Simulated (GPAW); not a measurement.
# BeS (F-43m) in GPAW: dielectric tensor with PBE

Aim: the dielectric tensor of BeS with PBE.

Program: GPAW 26.7.0. These are calculated values, not measurements. Logs are shortened: lines on timing, memory, paths and dates and some standing lists are left out, and cuts for length are marked. The log counts tension as positive stress, the text compression.

### Step 1. The crystal as given

The structure is cubic, space group F-43m (No. 216). Conventional cell: a = 4.850 Å, b = 4.850 Å, c = 4.850 Å, α = 90.00°, β = 90.00°, γ = 90.00°. S (site symmetry -43m) has 4 Be at 2.10 Å as nearest neighbours. Around Be (site symmetry -43m) lie 4 S at 2.10 Å.

### Step 2. Dielectric tensor, PBE

Input file run.py:

```python
import numpy as np
from ase import Atoms
from ase.dft.bandgap import bandgap
from ase.io import write
from gpaw import GPAW, PW
from gpaw.response.df import DielectricFunction

atoms = Atoms(['S', 'Be'],
              cell=[[0.0, 2.425, 2.425],
                    [2.425, 0.0, 2.425],
                    [2.425, 2.425, 0.0]],
              scaled_positions=[[0.75, 0.75, 0.75],
                                [0.0, 0.0, 0.0]],
              pbc=True)

calc = GPAW(mode=PW(600),
            xc='PBE',
            kpts={'size': (8, 8, 8), 'gamma': True},
            occupations={'name': 'fermi-dirac', 'width': 0.001},
            nbands=11,
            convergence={'density': 1e-06},
            maxiter=150,
            txt='gpaw.txt')
atoms.calc = calc
energy = atoms.get_potential_energy()
calc.write('gs.gpw')
write('result.traj', atoms)
print(f'Energy: {energy:.6f} eV')
print('Fermi level:', round(calc.get_fermi_level(), 4), 'eV')
print(f'Gap: {bandgap(calc)[0]:.4f} eV, direct: {bandgap(calc, direct=True)[0]:.4f} eV')

for size in [(17, 17, 17), (24, 24, 24)]:
    name = 'x'.join(str(n) for n in size)
    dense = calc.fixed_density(kpts={'size': size, 'gamma': True},
                               nbands=30, convergence={'bands': 24, 'eigenstates': 1e-7},
                               update_fermi_level=True, txt=f'dense-{name}.txt')
    dense.write(f'{name}.gpw', mode='all')
    df = DielectricFunction(f'{name}.gpw', frequencies=np.array([0.0]), hilbert=False, eta=0.001,
                            ecut=80, nbands=24, intraband=False, txt=f'df-{name}.txt')
    for xc in ['RPA', 'ALDA_X', 'ALDA']:
        for direction in ['x', 'y', 'z', [0, 1, 1], [1, 0, 1], [1, 1, 0]]:
            e0, e = df.get_macroscopic_dielectric_constant(xc=xc, direction=direction)
            print(f'{name} {xc} {direction}: {e0:.4f} without, {e:.4f} with local fields')
```

Potentials or basis: GPAW PAW data sets (gpaw-data 1.2.1), pw.

Run with:

```
$ OMP_NUM_THREADS=1 python run.py
```

gpaw.txt:

```text
__  _  _
 | _ |_)|_||  |
 |__||  | ||/\| - 26.7.0

Input parameters:
  mode=PW(ecut=600.0),
  convergence={'density': 1e-06},
  kpts=MonkhorstPack(size=(8, 8, 8), gamma=True),
  maxiter=150,
  nbands=11,
  occupations=Occupations(name='fermi-dirac', width=0.001),
  xc=XC(name='PBE')

Diagonalizing LCAO Hamiltonian
Converting LCAO to pw mode

                   S

       Be

Atoms  # Å, Bohr magnetons
|   | symbol |        x |        y |        z |    initial magnetic moments |
|---|--------|----------|----------|----------|-----------------------------|
| 0 |      S | 3.637500 | 3.637500 | 3.637500 | ( 0.0000,  0.0000,  0.0000) |
| 1 |     Be | 0.000000 | 0.000000 | 0.000000 | ( 0.0000,  0.0000,  0.0000) |

Unit cell  # Å
| periodic |        x |        y |        z |  lengths |    angles |
|----------|----------|----------|----------|----------|-----------|
|      yes | 0.000000 | 2.425000 | 2.425000 | 3.429468 | 60.000000 |
|      yes | 2.425000 | 0.000000 | 2.425000 | 3.429468 | 60.000000 |
|      yes | 2.425000 | 2.425000 | 0.000000 | 3.429468 | 60.000000 |

Number of symmetries: 24
Symmetry operations  # r_c * U_cc + t_c -> r_c
|    | kind |            matrix            |
|----|------|------------------------------|
|  0 |  E   |  1, 0, 0,  0, 1, 0,  0, 0, 1 |
|  1 |  σ   |  1, 0, 0,  0, 0, 1,  0, 1, 0 |
|  2 |  σ   |  1, 0,-1,  0, 1,-1,  0, 0,-1 |
|  3 |  C3  |  1, 0,-1,  0, 0,-1,  0, 1,-1 |
|  4 |  C3  |  1,-1, 0,  0,-1, 1,  0,-1, 0 |
|  5 |  σ   |  1,-1, 0,  0,-1, 0,  0,-1, 1 |
|  6 |  σ   |  0, 1, 0,  1, 0, 0,  0, 0, 1 |
|  7 |  C3  |  0, 1, 0,  0, 0, 1,  1, 0, 0 |
|  8 |  C2  |  0, 1,-1,  1, 0,-1,  0, 0,-1 |
|  9 |  S4  |  0, 1,-1,  0, 0,-1,  1, 0,-1 |
| 10 |  C3  |  0, 0, 1,  1, 0, 0,  0, 1, 0 |
| 11 |  σ   |  0, 0, 1,  0, 1, 0,  1, 0, 0 |
| 12 |  S4  |  0, 0,-1,  1, 0,-1,  0, 1,-1 |
| 13 |  C3  |  0, 0,-1,  0, 1,-1,  1, 0,-1 |
| 14 |  S4  |  0,-1, 1,  1,-1, 0,  0,-1, 0 |
| 15 |  C2  |  0,-1, 1,  0,-1, 0,  1,-1, 0 |
| 16 |  C3  |  0,-1, 0,  1,-1, 0,  0,-1, 1 |
| 17 |  S4  |  0,-1, 0,  0,-1, 1,  1,-1, 0 |
| 18 |  S4  | -1, 1, 0, -1, 0, 1, -1, 0, 0 |
| 19 |  C3  | -1, 1, 0, -1, 0, 0, -1, 0, 1 |
| 20 |  C3  | -1, 0, 1, -1, 1, 0, -1, 0, 0 |
| 21 |  S4  | -1, 0, 1, -1, 0, 0, -1, 1, 0 |
| 22 |  σ   | -1, 0, 0, -1, 1, 0, -1, 0, 1 |
| 23 |  C2  | -1, 0, 0, -1, 0, 1, -1, 1, 0 |

BZ-sampling:
  Number of BZ points: 512
  Number of IBZ points: 29

  Monkhorst-Pack size: [8, 8, 8]
  Monkhorst-Pack shift: [0.0625, 0.0625, 0.0625]

K-points  # in reciprocal-cell coordinates
|     |                                coordinates |     weight |
|-----|--------------------------------------------|------------|
|   0 | (  0.00000000,   0.00000000,   0.00000000) | 0.00195312 |
|   1 | (  0.12500000,   0.12500000,   0.00000000) | 0.01171875 |
|   2 | (  0.12500000,   0.12500000,   0.12500000) | 0.01562500 |
|   3 | (  0.25000000,   0.12500000,   0.12500000) | 0.02343750 |
|   4 | (  0.25000000,   0.25000000,   0.00000000) | 0.01171875 |
|   5 | (  0.25000000,   0.25000000,   0.12500000) | 0.04687500 |
|   6 | (  0.25000000,   0.25000000,   0.25000000) | 0.01562500 |
|   7 | (  0.37500000,   0.25000000,  -0.37500000) | 0.04687500 |
|   8 | (  0.37500000,   0.25000000,   0.12500000) | 0.04687500 |
|   9 | (  0.37500000,   0.25000000,   0.25000000) | 0.04687500 |
| ... |                                            |            |
|  28 | (  0.50000000,   0.50000000,   0.50000000) | 0.00781250 |

Plane wave coefficients: 961
Cutoff: 600.0 eV

Spin-components: 1 (collinear spins)
Bands:           11
Projectors:      8
Spin-degeneracy: 2
Datatype:        complex128

Parallelization:
  kpt:    1
  domain: 1
  band:   1

Density:
  Valence electrons: 8.0
  Components: 1
  Grid points: [20 20 20]
  Charge: 0.0  # |e|

Potential:
  Grid points: [20 20 20]

species:
  S:
    name:    Sulfur
    Z:       16.0
    valence: 6
    core:    10
    charge:  0.0  # [|e|]
    compensation charges:
      type: gauss
      rc: 0.24  # [Å]
      lmax: 2
    cutoffs:
      filter: 1.77  # [Å]
      core: 1.66  # [Å]
    projectors
    | kind |    occ | energy [eV] | rcut [Å] |
    |------|--------|-------------|----------|
    |   3s |  2.000 |     -17.254 |    0.974 |
    |   3p |  4.000 |      -7.008 |    0.979 |
    |    s |        |       9.957 |    0.974 |
    |    p |        |      20.203 |    0.979 |
    |    d |        |       0.000 |    0.900 |

    Using partial waves for S as LCAO basis

  Be:
    name:    Beryllium
    Z:       4.0
    valence: 2
    core:    2
    charge:  0.0  # [|e|]
    compensation charges:
      type: gauss
      rc: 0.25  # [Å]
      lmax: 2
    cutoffs:
      filter: 1.42  # [Å]
      core: 1.77  # [Å]
    projectors
    | kind |    occ | energy [eV] | rcut [Å] |
    |------|--------|-------------|----------|
    |   2s |  2.000 |      -5.610 |    0.794 |
    |   2p |  0.000 |      -2.018 |    0.794 |
    |    s |        |      21.602 |    0.794 |

    Using partial waves for Be as LCAO basis

Reference energy: -11255.804871  # eV

eigensolver:
  PPCG
  Converge bands: occupied
  niter=2

density mixing:
  MSR1-Mixer
  Pratt-step length: 0.05
  Maximum mixing coefficient: 0.75
  Old densities: 10
  SVD Regularization: 0.005
  Good broyden scale: 1.0
  Trust region scale: 1.0
  Backstep threshold: 4.0
  History deletion threshold: 6.0
  Fourier metric: weight=20.0, sigma=0.015

occupation numbers:
  Fermi-Dirac:
    width: 0.0010  # eV

poisson solver:
  ecut: 4800.0  # eV

xc functional:
  name: PBE with 2 nearest neighbor stencil

convergence criteria:
- Maximum integral of absolute [dens]ity change: 1e-06 electrons / valence electron
- Maximum [total energy] change in last 3 cyles: 0.0005 eV / valence electron
- Maximum integral of absolute [eigenst]ate change: 4e-08 eV^2 / valence electron
maximum number of iterations: 150

SCF iterations
|iter     | |      energy | eigst |  dens |
|---------|-|-------------|-------|-------|
|iter:   1| |  -10.042144 | -0.06 |       |
|iter:   2| |  -10.026314 | -2.37 | -0.93 |
|iter:   3| |   -9.919503 | -2.11 | -0.96 |
|iter:   4| |   -9.922155 | -3.21 | -1.56 |
|iter:   5| |   -9.922690c| -4.51 | -2.18 |
|iter:   6| |   -9.922759c| -5.51 | -2.67 |
|iter:   7| |   -9.922759c| -7.19 | -3.76 |
|iter:   8| |   -9.922760c| -8.15c| -4.17 |
|iter:   9| |   -9.922760c| -8.88c| -5.30 |
|iter:  10| |   -9.922760c| -9.41c| -5.78 |
|iter:  11| |   -9.922760c|-10.34c| -6.89c|

Converged in 11 steps
Energy contributions relative to reference atoms: (reference = -11255.804871)

Energy contributions:
  Kinetic:          11.772510
  Coulomb:         -10.850247
  Zero:              0.023614
  External:          0.000000
  Xc:              -10.868637
  Entropy:          -0.000000
  Spinorbit:         0.000000
  ----------------------------
  Free energy:      -9.922760
  Extrapolated:     -9.922760

dipole moment: (-1.691521, -1.691521, -1.691521)  # |e|*Ang

Fermi level: 6.759
Eigenvalues  # (at kpt = [0.000, 0.000, 0.000])
| band index |      eig [eV] | occ [0-2] |
|------------|---------------|-----------|
|          0 |        -9.015 |     2.000 |
|          1 |         4.692 |     2.000 |
|          2 |         4.692 |     2.000 |
|          3 |         4.692 |     2.000 |
|          4 |        10.336 |     0.000 |
|          5 |        10.336 |     0.000 |
|          6 |        10.336 |     0.000 |
|          7 |        10.565 |     0.000 |
|          8 |        17.360 |     0.000 |
|          9 |        17.360 |     0.000 |
|         10 |        19.588 |     0.000 |

Gap: 3.102 eV
Transition (v -> c):
  (s=0, k=0, n=3, [0.00, 0.00, 0.00]) -> (s=0, k=24, n=4, [0.50, 0.50, 0.00])
Direct/indirect transitions are different
Direct gap: 5.643 eV
Transition at: (s=0, k=0, n=3, [0.00, 0.00, 0.00])
# Writing to gs.gpw (mode='')
```

It took 3 min on 1 thread of AMD EPYC 7R43 (Zen 3), shared host; peak memory 0.76 GiB.

Results:

- Free energy: -9.9228 eV
- Band gap on the k mesh: 3.10 eV, indirect (least direct gap 5.64 eV)
- Electronic dielectric tensor (diagonal): 4.85

Electronic dielectric tensor:
```
4.85 0.00 0.00
0.00 4.85 0.00
0.00 0.00 4.85
```

Caveat: the long-wavelength limit can be off by a per cent or two. A hybrid or GW would open this gap; PBE tends to underestimate it.
